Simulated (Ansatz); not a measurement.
# Ir (P6_3/mmc) in Ansatz: convergence with smearing width

Aim: find how far smearing width must go before the results for Ir settle, at PBE. This setting moves, with any that are tied to it; all else stays.

All numbers are computed with Ansatz 0.2.0; they aren't measurements. Logs are shortened: lines on timing, memory, paths and dates and some standing lists are left out, and cuts for length are marked.

## 1. Starting point

It takes space group P6_3/mmc (No. 194, hexagonal). The conventional cell has a = 2.751 Å, b = 2.751 Å, c = 4.462 Å, α = 90.00°, β = 90.00°, γ = 120.00°. Ir (site symmetry -6m2) is surrounded by 12 Ir at 2.74 to 2.75 Å.

This isn't the form of Ir at room conditions, which is fcc.

## 2. With smearing width 0.3 eV

Input file input.yaml:

```yaml
crystal:
  lattice:
    - [2.7513778946, 0.0, 0.0]
    - [-1.3756889473, 2.3827631521, 0.0]
    - [0.0, 0.0, 4.46229]
  atoms:
    - { symbol: Ir, position: [0.3333333333, 0.6666666667, 0.25] }
    - { symbol: Ir, position: [0.6666666667, 0.3333333333, 0.75] }
hamiltonian:
  xc: pbe
  pseudopotentials: { kind: paw_fr }
magnetization:
  noncollinear: true
  spin_orbit: true
kpoints:
  mp_grid: { grid: [9, 9, 5] }
scf:
  occupations: { method: gaussian, width: 0.3 }
output:
  forces: true
  stress: true
  eigenvalues: true
```

Potentials or basis: Ansatz PAW.

On the command line:

```sh
$ ansatz run input.yaml --threads 2 --pin off --max-ram 5632MiB --backend cpu --events-out ev --progress --plain --runs-dir out
```

The log of the run:

```text
Warning: RAYON_NUM_THREADS=2 ignored (pool sized by the plan → 2); use --threads N
Engine: ansatz 0.2.0, aarch64-unknown-linux-gnu
Pseudopotentials: kind: paw_fr
Pseudopotential: Ir, paw_fr, valence charge 17, recommended cutoff 420 eV (normal), Ir.paw.azcp#standard-fr
Functional definition: PBE
  parameter kappa = 0.804
  parameter beta = 0.06672455060314922
  exchange = pbe_x(kappa = kappa, mu = beta*pi^2/3)
  correlation = pbe_c(beta = beta)
non-collinear run that drives no moment, with spin-orbit: no starting moment large enough to seed its density (crystal.atoms[].spin), no starting occupations that ask for one, no magnetisation constraint and no magnetic field, so the semilocal B_xc is pinned to zero
Crystal: 2 atoms, lattice volume = 29.254 Å³
Basis set: ecut = 420 eV, 573 PW (Γ), exchange–correlation on 40×40×60 points (8 copies of the dense FFT grid, shifted against one another)
Bands: 42, of which v1, the nominal top of the filled ones, is band 34 counted from 1 (33 counted from 0)
Symmetry: 24 space group operations + 24 with time reversal
Magnetic group: BNS 194.264 (UNI 1494), of the structure as read, at distance tolerance 3.1e-5 Å
k-points: 36 of 405
Projection manifold: j_resolved (fully-relativistic pseudo-atomic orbitals)
Non-local potential: Ir, projectors of the file, l = 0: 3, l = 1: 4, l = 2: 4, l = 3: 2
PAW form: soft (Blöchl's): semilocal exchange-correlation on the pseudo side does not see the compensation charge
PAW one-centre angular grid: Ir, 590 points (default); XC on 64 Gauss nodes
Initial density: superposition of atomic densities (chi_scale 0.1, normalization cell)
Initial wavefunctions: pseudopotential atomic-orbital guess
Functional: x = pbe(κ = 0.804, μ = 0.2195149727645171), c = pbe(β = 0.06672455060314922)
SCF iter   1: F=—  HF=-23934.398129 eV  |F-HF|=—  |Δ(HF+E_count)|=         —  Δρ=4.07e-2  dr2=4.30e-1  dr2_m=0.00e0 (ungated)  ethr=3.10e-3  |M|=0.00e0 ∫|m|=0.00e0 μB  |m|>n=0.0e0 m-floor=0.0e0 τ_xc=0.0e0  β_m=0.30  ⟨swp⟩=6.3  Hψ=3262  notcnv=0
preconditioner: auto → none  [metal: Δε(μ)=0.014 eV  Ē_g=7.837 eV  σ=0.300 eV  W_gap=0.03  n_scr=8 (ndim 8)  ℏωp=29.1 eV  f_vac=0.000  D(μ)=2.35/eV (n_scr^D=22)  sad-step TF]
SCF iter   2: F=—  HF=-23934.323582 eV  |F-HF|=—  |Δ(HF+E_count)|=   7.45e-2  Δρ=2.93e-2  dr2=2.16e-1  dr2_m=0.00e0 (ungated)  ethr=1.27e-3  |M|=0.00e0 ∫|m|=0.00e0 μB  |m|>n=0.0e0 m-floor=0.0e0 τ_xc=0.0e0  β_m=0.65  ⟨swp⟩=1.0  Hψ=900  notcnv=0
SCF iter   3: F=—  HF=-23934.255782 eV  |F-HF|=—  |Δ(HF+E_count)|=   6.78e-2  Δρ=2.81e-3  dr2=8.77e-4  dr2_m=0.00e0 (ungated)  ethr=6.35e-4  |M|=0.00e0 ∫|m|=0.00e0 μB  |m|>n=0.0e0 m-floor=0.0e0 τ_xc=0.0e0  β_m=0.79  ⟨swp⟩=2.0  Hψ=1091  notcnv=0
SCF iter   4: F=—  HF=-23934.256480 eV  |F-HF|=—  |Δ(HF+E_count)|=   6.98e-4  Δρ=6.49e-4  dr2=1.12e-4  dr2_m=0.00e0 (ungated)  ethr=2.58e-6  |M|=0.00e0 ∫|m|=0.00e0 μB  |m|>n=0.0e0 m-floor=0.0e0 τ_xc=0.0e0  β_m=0.76  ⟨swp⟩=2.0  Hψ=1335  notcnv=0
SCF iter   5: F=—  HF=-23934.256448 eV  |F-HF|=—  |Δ(HF+E_count)|=   3.22e-5  Δρ=4.94e-5  dr2=3.07e-7  dr2_m=0.00e0 (ungated)  ethr=3.29e-7  |M|=0.00e0 ∫|m|=0.00e0 μB  |m|>n=0.0e0 m-floor=0.0e0 τ_xc=0.0e0  β_m=0.74  ⟨swp⟩=2.0  Hψ=1055  notcnv=0
SCF iter   6: F=—  HF=-23934.256447 eV  |F-HF|=—  |Δ(HF+E_count)|=   1.65e-6  Δρ=9.08e-6  dr2=1.43e-8  dr2_m=0.00e0 (ungated)  ethr=2.94e-10  |M|=0.00e0 ∫|m|=0.00e0 μB  |m|>n=0.0e0 m-floor=0.0e0 τ_xc=0.0e0  β_m=0.75  ⟨swp⟩=7.2  Hψ=3058  notcnv=0
SCF iter   7: F=-23934.256447 eV  HF=-23934.256447 eV  |F-HF|=3.27e-11  |Δ(HF+E_count)|=   4.57e-9  Δρ=1.11e-6  dr2=1.24e-10  dr2_m=0.00e0 (ungated)  ethr=4.22e-11  |M|=0.00e0 ∫|m|=0.00e0 μB  |m|>n=0.0e0 m-floor=0.0e0 τ_xc=0.0e0  ⟨swp⟩=1.3  Hψ=2323  notcnv=0
SCF 1 converged in 7 iterations: F = -23934.256447 eV  dr2 = 1.24e-10
SCF converged after 7 iterations
Magnetization: |M| = 0.0000 μB,  M = (+0.0000, +0.0000, +0.0000) μB
Absolute magnetization: 0.0000 μB (∫|m|)
  site 0: m = (+0.0000, +0.0000, +0.0000) μB, |m| = 0.0000 μB  (R = 1.13 Å)
  site 1: m = (+0.0000, +0.0000, +0.0000) μB, |m| = 0.0000 μB  (R = 1.13 Å)
Free energy (F): -23934.256447 eV
Harris-Foulkes:  -23934.256447 eV  (|F-HF|=3.27e-11)
Internal energy: -23934.146976 eV  (E = F + TS)
E sigma→0 (E₀):  -23934.201711 eV
Entropy (-TS):   -0.109471 eV (-54.735 meV/atom)
Fermi energy:    24.883796 eV
--- Per-component energies (eV) ---
  E_band       = -204.070186
  E_kinetic    = 1243.043101
  E_local      = -2199.013971  (includes V_loc(G=0)·N_el)
  E_nonlocal   = 128.755035
  E_hartree    = 840.025600
  E_xc         = -534.983207
  E_vxc        = -599.147391  (∫ρ·V_xc dr)
  E_paw        = -18497.448677  (= ΣΔE_a)
  E_vpaw       = -457.758568  (= ΣTr[D̂ρ^β])
  E_aug_tail   = 0.000122  (compensation charges beyond the density's cutoff)
  E_ewald      = -4914.524980
  E_smearing   = -0.109471  (= −TS)
  E_closure    = -0.000000  (closes the sum)
  Σ components = -23934.256447   (vs F -23934.256447, Δ=0.00e0)
--- Forces (eV/Å), atoms counted from 1 ---
  atom   1  Ir     0.00000000     0.00000000     0.00000000
  atom   2  Ir    -0.00000000    -0.00000000     0.00000000
  max |Σ_I F_I| component: 4.63e-18 eV/Å
--- Stress (GPa, compression-positive) ---
       -0.470673       0.000000       0.000000
        0.000000      -0.470673       0.000000
        0.000000       0.000000      -0.152345
  P = ⅓ Tr σ = -0.3646 GPa (-3.646 kbar)
--- Band table (eV; the first three rows and the last of 36) ---
  k-point 0: bands = ["-67.7757", "-67.7757", "-67.7168", "-67.7168", "-34.6346", "-34.6346", "-34.4647", "-34.4647", "-21.3792", "-21.3792", "-20.8506", "-20.8506", "-20.7315", "-20.7315", "-20.7213", "-20.7213", "14.0145", "14.0145", "17.0259", "17.0259", "20.7321", "20.7321", "20.8979", "20.8979", "21.2354", "21.2354", "21.7055", "21.7055", "22.3560", "22.3560", "22.6252", "22.6252", "23.0573", "23.0573", "24.0112", "24.0112", "24.8541", "24.8541", "25.5534", "25.5534", "31.7570", "31.7570"]
  k-point 1: bands = ["-67.7701", "-67.7701", "-67.7224", "-67.7224", "-34.6183", "-34.6183", "-34.4808", "-34.4808", "-21.3202", "-21.3202", "-20.8384", "-20.8384", "-20.7963", "-20.7963", "-20.7337", "-20.7337", "14.4435", "14.4435", "17.0279", "17.0279", "20.6433", "20.6433", "20.7203", "20.7203", "21.1059", "21.1059", "21.5348", "21.5348", "22.0578", "22.0578", "22.6828", "22.6828", "23.1134", "23.1134", "23.4381", "23.4381", "24.9434", "24.9434", "25.4778", "25.4778", "33.7081", "33.7081"]
  k-point 2: bands = ["-67.7554", "-67.7554", "-67.7372", "-67.7372", "-34.5757", "-34.5757", "-34.5232", "-34.5232", "-21.1630", "-21.1630", "-20.9630", "-20.9630", "-20.8062", "-20.8062", "-20.7662", "-20.7662", "15.5643", "15.5643", "16.6891", "16.6891", "20.4643", "20.4643", "20.6179", "20.6179", "20.8137", "20.8137", "20.8629", "20.8629", "21.4410", "21.4410", "21.6984", "21.6984", "24.0011", "24.0011", "24.2851", "24.2851", "24.7177", "24.7177", "25.0788", "25.0788", "37.3392", "37.3392"]
  k-point 35: bands = ["-67.7050", "-67.7050", "-67.7050", "-67.7050", "-34.6676", "-34.6676", "-34.6661", "-34.6661", "-21.4109", "-21.4109", "-21.2523", "-21.2523", "-21.1451", "-21.1451", "-20.9875", "-20.9875", "18.7403", "18.7403", "18.9413", "18.9413", "19.2797", "19.2797", "19.8424", "19.8424", "20.7137", "20.7137", "20.9460", "20.9460", "22.3295", "22.3295", "23.2118", "23.2118", "25.1666", "25.1666", "25.2809", "25.2809", "30.9685", "30.9685", "31.1315", "31.1315", "33.1184", "33.1184"]
```

Run time: 2.4 s. Hardware: 2 threads of Arm Neoverse V2, shared host; peak memory 0.38 GiB.

Results:

```
Free energy            : -23934.2564 eV
Pressure               : -0.4 GPa
Band gap on the k mesh : none (metal or under the smearing width)
```

## 3. With smearing width 0.2 eV

Changes to input.yaml since step 2:

```diff
@@ -17,3 +17,3 @@
 scf:
-  occupations: { method: gaussian, width: 0.3 }
+  occupations: { method: gaussian, width: 0.2 }
 output:
```

Potentials or basis: Ansatz PAW.

On the command line:

```sh
$ ansatz run input.yaml --threads 2 --pin off --max-ram 5632MiB --backend cpu --events-out ev --progress --plain --runs-dir out
```

Run time: 2.4 s. Hardware: 2 threads of Arm Neoverse V2, shared host; peak memory 0.38 GiB.

Results:

| Quantity | Value |
| --- | --- |
| Free energy | -23934.2255 eV |
| Pressure | -0.6 GPa |
| Band gap on the k mesh | none (metal or under the smearing width) |

## 4. With smearing width 0.15 eV

Changes to input.yaml since step 3:

```diff
@@ -17,3 +17,3 @@
 scf:
-  occupations: { method: gaussian, width: 0.2 }
+  occupations: { method: gaussian, width: 0.15 }
 output:
```

On the command line:

```sh
$ ansatz run input.yaml --threads 2 --pin off --max-ram 5632MiB --backend cpu --events-out ev --progress --plain --runs-dir out
```

Wall time 2.5 s (2 threads of Arm Neoverse V2, shared host); peak memory 0.38 GiB.

What came out:

```yaml
Free_energy: -23934.2141 eV
Pressure: -0.7 GPa
Band_gap_on_the_k_mesh: none (metal or under the smearing width)
```

## 5. With smearing width 0.1 eV

Changes to input.yaml since step 4:

```diff
@@ -17,3 +17,3 @@
 scf:
-  occupations: { method: gaussian, width: 0.15 }
+  occupations: { method: gaussian, width: 0.1 }
 output:
```

On the command line:

```sh
$ ansatz run input.yaml --threads 2 --pin off --max-ram 5632MiB --backend cpu --events-out ev --progress --plain --runs-dir out
```

It took 2.4 s on 2 threads of Arm Neoverse V2, shared host; peak memory 0.38 GiB.

Results:

```
Free energy            : -23934.2053 eV
Pressure               : -0.8 GPa
Band gap on the k mesh : none (metal or under the smearing width)
```

## 6. With smearing width 0.05 eV

Changes to input.yaml since step 5:

```diff
@@ -17,3 +17,3 @@
 scf:
-  occupations: { method: gaussian, width: 0.1 }
+  occupations: { method: gaussian, width: 0.05 }
 output:
```

Potentials or basis: Ansatz PAW.

On the command line:

```sh
$ ansatz run input.yaml --threads 2 --pin off --max-ram 5632MiB --backend cpu --events-out ev --progress --plain --runs-dir out
```

Wall time 2.5 s (2 threads of Arm Neoverse V2, shared host); peak memory 0.38 GiB.

The run converged. Its results:

```
Free energy            : -23934.1999 eV
Pressure               : -0.9 GPa
Band gap on the k mesh : none (metal or under the smearing width)
```

## 7. With smearing width 0.025 eV

Changes to input.yaml since step 6:

```diff
@@ -17,3 +17,3 @@
 scf:
-  occupations: { method: gaussian, width: 0.05 }
+  occupations: { method: gaussian, width: 0.025 }
 output:
```

On the command line:

```sh
$ ansatz run input.yaml --threads 2 --pin off --max-ram 5632MiB --backend cpu --events-out ev --progress --plain --runs-dir out
```

It took 2.4 s on 2 threads of Arm Neoverse V2, shared host; peak memory 0.37 GiB.

It converged, with:

```yaml
Free_energy: -23934.1987 eV
Pressure: -0.9 GPa
Band_gap_on_the_k_mesh: none (metal or under the smearing width)
```

## 8. With smearing width 0.01 eV

Changes to input.yaml since step 7:

```diff
@@ -17,3 +17,3 @@
 scf:
-  occupations: { method: gaussian, width: 0.025 }
+  occupations: { method: gaussian, width: 0.01 }
 output:
```

On the command line:

```sh
$ ansatz run input.yaml --threads 2 --pin off --max-ram 5632MiB --backend cpu --events-out ev --progress --plain --runs-dir out
```

Wall time 2.2 s (2 threads of Arm Neoverse V2, shared host); peak memory 0.37 GiB.

It converged, with:

* Free energy: -23934.1983 eV
* Pressure: -0.9 GPa
* Band gap on the k mesh: none (metal or under the smearing width)

## 9. With smearing width 0.005 eV

Changes to input.yaml since step 8:

```diff
@@ -17,3 +17,3 @@
 scf:
-  occupations: { method: gaussian, width: 0.01 }
+  occupations: { method: gaussian, width: 0.005 }
 output:
```

Potentials or basis: Ansatz PAW.

On the command line:

```sh
$ ansatz run input.yaml --threads 2 --pin off --max-ram 5632MiB --backend cpu --events-out ev --progress --plain --runs-dir out
```

It took 2.2 s on 2 threads of Arm Neoverse V2, shared host; peak memory 0.37 GiB.

It converged, with:

| Property | Result |
| --- | --- |
| Free energy | -23934.1982 eV |
| Pressure | -0.9 GPa |
| Band gap on the k mesh | none (metal or under the smearing width) |

## 10. The series at a glance

```
smearing width  energy less the tightest run, at zero smearing (meV/atom)  pressure (GPa)  SCF cycles  CPU time (s)  peak memory (GiB)
        0.3 eV                                                      -1.76           -0.36           7           4.6               0.38
        0.2 eV                                                      -0.88           -0.62           7           4.6               0.38
       0.15 eV                                                      -0.30           -0.71           7           4.7               0.38
        0.1 eV                                                       0.02           -0.79           7           4.6               0.38
       0.05 eV                                                       0.00           -0.86           7           4.7               0.38
      0.025 eV                                                      -0.05           -0.88           6           4.7               0.37
       0.01 eV                                                      -0.01           -0.88           6           4.2               0.37
      0.005 eV                                                       0.00           -0.88           6           4.2               0.37
```

Against the tightest run, the energy stays within 1 meV/atom from 0.2 eV on; the pressure stays within 0.1 GPa from 0.1 eV on. Narrower smearing needs a denser k mesh, so at a fixed mesh the narrowest width isn't the most accurate. The tightest run that finished is the yardstick and may itself not be fully converged.
